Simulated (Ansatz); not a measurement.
C2H4O2 can be A, `CC(=O)O`, or B, `O=CCO`.

Program: Ansatz. Geometries: PBE0-D4/def2-TZVP. ΔE: electronic, gas phase. CCSD(T)/CBS adds triple-zeta CCSD(T) − MP2 to the extrapolated MP2 energy (def2 sets, frozen cores). DFT in def2-TZVPP. B3LYP here is the variant with VWN-RPA as its local correlation; programs differ in this. One conformer a species, not always the lowest.

Question: Which is lower in electronic energy at CCSD(T)/CBS, and by how much? (An estimate is asked.)

Answer: Ansatz gave: A, by 114.1 kJ/mol.

Question: Give E(B) − E(A) in kJ/mol with CCSD/def2-TZVPP, PBE-D4, B2PLYP, CCSD(T)/def2-TZVPP, BLYP-D4, B3LYP-D4, r2SCAN-D4. (Best estimate.)

Answer: Ansatz gave: CCSD/def2-TZVPP 114.3, PBE-D4 117.3, B2PLYP 117.9, CCSD(T)/def2-TZVPP 114.9, BLYP-D4 114.1, B3LYP-D4 116.0, r2SCAN-D4 123.3. None reverses the order clearly.

Question: Does the order hold for the free energy at 298.15 K (harmonic terms from PBE0-D4)? (Estimate.)

Answer: The calculation gave: Yes: G(B) − G(A) = +114.0 kJ/mol, for one conformer each.

Largest T1 diagnostic: 0.015.

From BLYP to BHLYP (50 % exact exchange), in def2-TZVPP and without D4, E(B) − E(A) moves by +3.3 kJ/mol. At CCSD(T), def2-SVP lies +9.5 kJ/mol from the extrapolated value and def2-TZVPP +0.8 kJ/mol.
